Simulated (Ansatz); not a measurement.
KNbO₃ from a semilocal functional to hybrids

```yaml
crystal:
  lattice:
    - [3.98112, 0.00000, 0.00000]
    - [0.00000, 3.98112, 0.00000]
    - [0.00000, 0.00000, 4.09343]
  atoms:
    - { symbol: K, position: [0.00000, 0.00000, 0.01578] }
    - { symbol: Nb, position: [0.50000, 0.50000, 0.49906] }
    - { symbol: O, position: [0.50000, 0.50000, 0.04546] }
    - { symbol: O, position: [0.50000, 0.00000, 0.54085] }
    - { symbol: O, position: [0.00000, 0.50000, 0.54085] }
```

All runs: Ansatz, plane waves and PAW, scalar-relativistic (no spin–orbit coupling), 4×4×4 k-mesh, Gaussian smearing of 0.05 eV, no spin polarisation. Semilocal reference PBE: gap 1.61 eV, pressure 3.6 GPa. The hybrids carry no U.

(1) How do gap and pressure depend on the exact exchange?

Results:

(1) 
```tsv
functional	gap	pressure (GPa)	cutoff (eV)	core-seconds
HSE06 + D3(BJ)	2.89 eV	-6.5	420	67
HSE06	2.89 eV	-2.6	420	59
PBE0-type hybrid with an exact-exchange fraction taken as 1/ε∞	3.02 eV	-0.9	420	120
PBE0-type hybrid with an exact-exchange fraction of 0.3	4.06 eV	-3.9	420	59
```

In the PBE0 form the gap grows almost linearly with the exact-exchange fraction, by 0.82 eV for each tenth. The dielectric-dependent PBE0 form takes the fraction 0.178 = 1/ε∞, that is ε∞ = 5.6. On shared hosts the hybrid runs at the reference's cutoff took roughly 15 to 29 times the core time of the semilocal one on the same mesh, with some more bands.

Caveats: core times come from shared hosts and scatter; gaps are read on a coarse mesh; stress loosely converged.

Exact exchange opens the gap because it lowers the filled oxygen p states relative to the empty niobium d states, the usual band edges of this d-shell-empty perovskite. The semilocal gap of 1.61 eV is well below experiment, whereas a fraction of 0.3 overshoots it; HSE06 and the dielectric-dependent hybrid come much closer.

Gap and pressure do not follow one common order. HSE06 has a smaller gap than the dielectric-dependent form, yet a more negative pressure. This suggests that the long-range exchange, which HSE06 screens away, mainly moves the band edges, while the short-range part governs the bonding and contracts the lattice. The dispersion term adds attraction and takes the pressure from -2.6 to -6.5 GPa, but leaves the gap at 2.89 eV, as it must at fixed geometry, since it does not enter the electronic potential. How the polar niobium displacement, and with it the gap, would respond to relaxation in each functional remains open.
